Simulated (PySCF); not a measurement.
A survey of ¹⁷O NMR shifts

[PySCF 2.14: geometry from GFN2-xTB; σ from GIAO-PBE0/pcSseg-1; non-relativistic Hamiltonian; averaged over atoms made equivalent by symmetry, fast rotation or ring inversion; isolated molecule; a single conformation]

Shieldings were converted by a linear fit to measured shifts: ¹⁷O: δ = 266.70 − 0.911σ (rms 10.7 ppm, 155 shifts, 12.2 ppm with the 3 outliers that the fit left out vs liquid water, solution or neat liquid). A few per cent of atoms miss by over 2 rms, more outside the fitted compound classes.

Task: Give the ¹⁷O shifts of `Oc1ccccc1`, `[SiH3]C[SiH]1CCOCC1`, `CC(C)O[Si@@H](C#N)O[SiH3]`, `C=C[C@](C)(CC)C(=O)F`.

Result: 
```csv
compound,environment,δ (ppm)
Oc1ccccc1,phenol-type oxygen,75.9
[SiH3]C[SiH]1CCOCC1,ether oxygen,11.4
[CH3:1][CH:2]([CH3:3])[O:4][Si@@H:5]([C:6]#[N:7])[O:8][SiH3:9],"O4: oxygen bonded to C, Si",40.3
[CH3:1][CH:2]([CH3:3])[O:4][Si@@H:5]([C:6]#[N:7])[O:8][SiH3:9],O8: oxygen bonded to 2 Si,-8.0
C=C[C@](C)(CC)C(=O)F,carbonyl oxygen,375.5
```

Task: Order these by ¹⁷O shift, lowest first.
A. [SiH3]C[SiH]1CCOCC1
B. CC(C)/C([SiH3])=C/O[SiH3]
C. CC(=O)c1n[nH]nc1[SiH3]
D. C=CCC(C)(C)C(=O)F
E. C=C(C)C#CC=O

Result: A (11.4 ppm, ether oxygen), B (49.7 ppm, oxygen bonded to C, Si), D (366.8 ppm, carbonyl oxygen), C (541.6 ppm, ketone oxygen), E (641.0 ppm, aldehyde oxygen).
